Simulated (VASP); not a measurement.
**CdTe: relaxation of cell and atoms with PBE**

Crystal: CdTe.

```
Cd Te
1.0
     0.00000    3.31114    3.31114
     3.31114    0.00000    3.31114
     3.31114    3.31114    0.00000
Cd Te
1 1
Direct
  0.00000 0.00000 0.00000
  0.25000 0.25000 0.25000
```

| Quantity | Value |
| --- | --- |
| Program | VASP 6.6.1 |
| Task | relaxation of cell and atoms |
| Functional | PBE |
| Potentials or basis | VASP PAW PBE potentials, release 64 (Cd, Te) |
| Cutoff | 600 eV |
| k mesh | 8 × 8 × 8 |
| Occupations | gaussian, width 0.03 eV |
| Spin | no spin polarisation |
| Further INCAR settings | ALGO = Normal; EDIFF = 1e-07; IBRION = 2; EDIFFG = -0.005; NSW = 90; ISIF = 3 |

```yaml
Pressure_after_relaxing: 0.0 GPa
Band_gap_on_the_k_mesh: 0.58 eV, direct
```

Final structure:
```yaml
crystal:
  lattice:
    - [0.00000, 3.31114, 3.31114]
    - [3.31114, 0.00000, 3.31114]
    - [3.31114, 3.31114, 0.00000]
  atoms:
    - { symbol: Cd, position: [0.00000, 0.00000, 0.00000] }
    - { symbol: Te, position: [0.25000, 0.25000, 0.25000] }
```

Levels at points of the mesh, in eV from the valence-band top:
```tsv
k point	band 5	band 6	band 7	band 8	band 9	band 10	band 11	band 12	band 13
(0.00, 0.00, 0.00)	-7.87	-7.87	0.00	0.00	0.00	0.58	4.64	4.64	4.64
(0.50, 0.00, 0.00)	-7.86	-7.57	-4.07	-0.68	-0.68	1.75	5.21	5.21	7.01
(0.50, 0.50, 0.00)	-7.84	-7.45	-4.00	-1.65	-1.65	2.67	2.74	8.50	8.80
```

Run time: 32 s on 1 thread of Intel(R) Xeon(R) Platinum 8488C (Sapphire Rapids) (shared host), peak memory 0.25 GiB.

Caveat: the relaxation stopped at its first step, so nothing moved; spin-orbit coupling is left out, which moves the levels of the heavy elements.
